**Which functional produced which gap?**

The same crystal of Bi₂Te₃, with every atom held in place, shows gaps that differ by a factor of four from one level of theory to another. The cost of the calculation changes by a factor of more than twenty. These two columns are the only clues for matching five lettered rows to five functionals.

Bi2Te3 (tetradymite structure, R-3m, 5 atoms in the cell) with five density functionals, computed with Ansatz 0.2.0 using plane-wave PAW without spin polarisation, at the fixed r2SCAN+rVV10 geometry. The k mesh is 8×8×8 for LDA and r2SCAN and 4×4×4 for the hybrids. Each band gap is the least over the k mesh and the high-symmetry points. Candidates: LDA, r2SCAN, r2SCANh, PBE0, HSE06.

| row | band gap (eV) | rough cost in core time (min) |
| --- | --- | --- |
| A | 0.347 | 0.51 |
| B | 0.836 | 9.3 |
| C | 1.382 | 9.4 |
| D | 0.695 | 0.97 |
| E | 1.025 | 12 |

The candidates differ mainly in how they treat exchange. LDA takes it from the local density, and r2SCAN also uses the density gradient and the kinetic-energy density. The other three are hybrids, which mix in exact exchange computed from the orbitals. PBE0 takes a quarter of it at all distances, HSE06 a quarter at short range only, and r2SCANh a tenth at all distances.

**Row A: the smallest gap at the lowest cost**

Half a minute of core time points to a functional without exact exchange, so A is LDA or r2SCAN. Of these two, LDA is the one with the narrower gap in most semiconductors. Its potential is the same for filled and empty states, and the difference between its band energies leaves out part of the energy needed to add an electron and remove another. In r2SCAN the kinetic-energy density makes the operator act differently on different orbitals, which usually restores some of that energy. Row A is therefore LDA, provided that the other cheap row has a larger gap.

**Rows B and C: equal cost, very different gaps**

Here the cost jumps to more than nine minutes. Exact exchange couples every pair of occupied orbitals, and also pairs of k points, so it dominates the work even though the hybrids were run on a coarser k mesh than LDA and r2SCAN. B and C are both hybrids.

Exact exchange widens a gap because it treats filled and empty states unequally. An electron in a filled orbital is partly freed from the spurious repulsion by its own charge, and its level sinks. An empty orbital gains much less from exchange, and its level ends up higher than in a semilocal potential. Each hybrid has a parent, the functional into which exact exchange is mixed. For the same parent, the gap widens with the fraction of exact exchange and with its reach. PBE0 and HSE06 share the parent PBE, and PBE0 has the longer reach, so its gap is the wider of the two. The tenth in r2SCANh is unlikely to match a quarter at full range, so PBE0 belongs to C, the widest gap of all. Row B may still be HSE06 or r2SCANh.

**Row D: cheap again**

D costs about one minute, a tenth of the cheapest hybrid, and its gap is twice that of A. This is r2SCAN, and it confirms LDA for A. The cost column is needed here, because the gap of D lies only 0.14 eV below that of B. From the gaps alone, r2SCAN must come below r2SCANh, but HSE06 could stand below, between or above them.

**Row E: the hard choice**

B and E remain for HSE06 and r2SCANh, and the physical argument pulls both ways. HSE06 has more exact exchange but cuts it off at long range. r2SCANh has less, but at full range and on top of a parent whose gap is already wider. An estimate has to decide.

Suppose that the gap opens in proportion to the fraction of exact exchange, as long as that exchange acts at all distances. The opening from LDA to PBE0 then gives the effect of a quarter, and r2SCANh should show 10/25 of it, added to the gap of r2SCAN:

- opening for a quarter of exact exchange: 1.382 − 0.347 = 1.035 eV
- opening for a tenth: 0.4 × 1.035 = 0.414 eV
- expected gap of r2SCANh: 0.695 + 0.414 = 1.109 eV

This lies 0.08 eV above the gap of E and 0.27 eV above that of B, so E is the better match for r2SCANh. Nothing was fitted, and neither disputed row entered the estimate.

The estimate has two weak points. The true parent of PBE0 is PBE, for which LDA stands in; the verdict would tip only if the PBE gap were about 0.45 eV wider than the LDA gap, far more than the usual difference between the two. The estimate also assumes that exact exchange opens the r2SCAN gap as readily as the PBE gap. Since r2SCAN already contains part of the opening, the result is probably too high, which makes the choice less secure.

The costs give a second, weaker hint. HSE06 and PBE0 were run with the same plane-wave cutoff, r2SCANh with a higher one and hence with more plane waves. B costs almost the same as C, while E costs about 28 % more.

The assignments of LDA to A, r2SCAN to D and PBE0 to C are sure. C could be r2SCANh only if a tenth of exact exchange opened the gap by 0.69 eV from r2SCAN, while a quarter opened it by at most 0.68 eV from LDA, which is not credible. HSE06 for B and r2SCANh for E are probable, and an exchange of these two could not be ruled out from the two columns.

The rows with their labels:

| level of theory | band gap (eV) | rough cost in core time (min) |
| --- | --- | --- |
| r2SCAN | 0.695 | 0.97 |
| HSE06 | 0.836 | 9.3 |
| PBE0 | 1.382 | 9.4 |
| LDA | 0.347 | 0.51 |
| r2SCANh | 1.025 | 12 |

**With the labels in place**

All five assignments hold. The cleanest comparison is PBE0 with HSE06, which share all settings and the same fraction of exact exchange at short range. Their difference of 0.55 eV is the effect of the long-range part. If the energy zero is taken as common to both calculations, the valence edge lies 0.27 eV lower in PBE0 and the conduction edge 0.28 eV higher. The gap then opens on both sides, as expected from the unequal treatment of filled and empty states. Long-range exchange converges slowly with the k mesh, and no convergence test is at hand, so the error of this difference is not known.

The step from r2SCAN to r2SCANh, which also changes the k mesh, opens the gap by 0.33 eV, where the estimate gave 0.41 eV. The simple proportion, with LDA standing in for PBE, thus makes the opening about a quarter too large. That was good enough to choose between two rows, but not to predict a gap. The order of the hybrids also shows that the fraction of exact exchange alone is a poor guide: a tenth at full range on r2SCAN gives a wider gap than a screened quarter on PBE. To guess where another hybrid would fall, one needs its parent's gap, its fraction of exact exchange and the range over which that exchange acts.

None of this ranks the functionals against experiment. Spin-orbit coupling is left out of every row, and in Bi₂Te₃ it is strong enough to invert the band edges at Γ. The measured gap is roughly 0.15 eV, a recalled value, and LDA comes nearest to it, but that is no merit: a gap between edges that are not inverted is set beside one between edges that are. With spin-orbit coupling, even the order of the rows could change.

The distinction matters for the thermoelectric coolers in which Bi₂Te₃ serves to carry heat away from electronic parts. A small gap lets heat excite electrons and holes together, and their opposite contributions weaken the thermoelectric voltage. The gaps in this table are too far from the real band edges to estimate that loss.
